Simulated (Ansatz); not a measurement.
## CsI under changes of volume

One of the cells (47.619 Å³/atom); the others are scaled copies at fixed shape and fractional positions:

```
Cs I
1.0
     4.56670    0.00000    0.00000
     0.00000    4.56670    0.00000
     0.00000    0.00000    4.56670
Cs I
1 1
Cartesian
  0.0000 0.0000 0.0000
  2.2833 2.2833 2.2833
```

* Program: Ansatz 0.2.0
* Functional: RPBE
* Dispersion: D3(BJ)
* Potentials or basis: Ansatz PAW
* Cutoff: 420 eV (not typed: the program's choice for these potentials)
* k mesh: 6 × 6 × 6
* Occupations: fermi-dirac, width 0.05 eV
* Spin: no spin polarisation

```csv
volume (Å³/atom),energy over the lowest point (meV/atom),pressure (GPa),gap on the mesh (eV)
44.762,0.00,-6.3,4.28
45.714,37.42,-6.3,4.31
46.666,74.45,-6.2,4.24
47.619,111.02,-6.1,4.17
48.571,147.06,-6.0,4.11
49.523,?,?,?
50.476,217.32,-5.8,3.99
```

What does the run at 49.523 Å³/atom give?

Energy over the lowest point 182.50 meV/atom; pressure -5.9 GPa; gap on the mesh 4.05 eV.

Worked out: A Birch-Murnaghan fit of order 3 (a polynomial in V^(-2/3)) to the other rows has no minimum within the range. It gives 182.48 meV/atom at 49.523 Å³/atom, against the run's 182.50, and -dE/dV = -5.9 GPa, against -5.9. A parabola through the other rows of the gap, of slope -3.74 eV per unit of ln V there, gives 4.06 eV, against the run's 4.05.

Energies are extrapolated to zero smearing.

Caveats: spin-orbit coupling is left out, which moves the levels of the heavy elements; the PAW data sets come from PBE, with cores solved anew for the run's functional, which leaves a small shift of forces and pressure.

A mesh can miss the band edges.
